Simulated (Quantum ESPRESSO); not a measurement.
## Bi under changes of volume

One of the cells (33.614 Å³/atom); the others are scaled copies at fixed shape and fractional positions:

```
CELL_PARAMETERS angstrom
3.23838 0.00000 0.00000
0.00000 3.22164 0.00000
-0.08045 0.00000 6.44389
ATOMIC_POSITIONS crystal
Bi 0.54425 0.00000 0.74958
Bi 0.45575 0.00000 0.25042
```

This isn't the form of Bi at room conditions, which is rhombohedral.

- Program: Quantum ESPRESSO 7.5
- Functional: PBEsol
- Potentials or basis: PseudoDojo 0.4.1 SR PBEsol standard
- Cutoff: 898 eV
- Density cutoff: 3592 eV
- k mesh: 8 × 8 × 4
- Occupations: fermi-dirac, width 0.05 eV
- Spin: no spin polarisation

```tsv
volume (Å³/atom)	energy over the lowest point (meV/atom)	pressure (GPa)
31.597	16.97	3.3
32.270	6.00	1.9
32.942	0.55	0.7
33.614	0.00	-0.5
34.286	3.83	-1.4
34.959	11.56	-2.3
35.631	?	?
```

Task: What does the run at 35.631 Å³/atom give?

Result: Energy over the lowest point 22.77 meV/atom; pressure -3.1 GPa.

Worked out: A Birch-Murnaghan fit of order 3 (a polynomial in V^(-2/3)) to the other rows has its minimum at 33.36 Å³/atom with B0 = V·E''(V) = 54 GPa and B' = 4.7 at fixed shape and positions, which overstates the stiffness. It gives 22.76 meV/atom at 35.631 Å³/atom, against the run's 22.77, and -dE/dV = -3.1 GPa, against -3.1.

Energies are extrapolated to zero smearing.
